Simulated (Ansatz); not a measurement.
Crystal: SiNi.

```
Ni Si
1.0
     2.94277    0.00000    0.00000
     0.00000    3.28033    0.00000
     0.00000    0.00000    4.67745
Ni Si
2 2
Cartesian
  1.4714 1.6402 1.6020
  0.0000 0.0000 3.0754
  1.4714 1.6402 3.9438
  0.0000 0.0000 0.7337
```

The cell is a database's computed one.

Base run:

```yaml
Program: Ansatz 0.2.0
Functional: r2SCAN
Potentials_or_basis: Ansatz PAW
Cutoff: 500 eV
Density_cutoff: 2000 eV
k_mesh: 9 × 8 × 6
Occupations: fermi-dirac, width 0.05 eV
Spin: collinear spin, ferromagnetic start
Starting_moments: "[1.0, 1.0, 0.0, 0.0] μB"
Hubbard_terms: Ni d U = 1 eV
```

Its results: band gap on the k mesh none (metal or under the smearing width); pressure 0.2 GPa; net moment 0.00 μB per cell; largest force 0.038 eV/Å.

Problem. After a change of settings the same cell gave: band gap on the k mesh none (metal or under the smearing width); pressure -0.3 GPa; net moment 0.00 μB per cell; largest force 0.051 eV/Å. Which change was it?
A. functional from r2SCAN to LDA; cutoff from 500 eV to 420 eV; density cutoff from 2000 eV to 1680 eV; hubbard terms from Ni d U = 1 eV to none; hubbard projectors from ortho-atomic (the default) to none
B. hubbard terms from Ni d U = 1 eV to Ni d U = 3 eV
C. functional from r2SCAN to BLYP; cutoff from 500 eV to 420 eV; density cutoff from 2000 eV to 1680 eV; hubbard terms from Ni d U = 1 eV to none; hubbard projectors from ortho-atomic (the default) to none

Solution. B.

Caveats: the magnetic or orbital state may not be the lowest; the PAW data sets come from PBE, with cores solved anew for the run's functional, which leaves a small shift of forces and pressure; the U is typed as a test and isn't derived for this compound.

Not every run made on this cell is shown here.
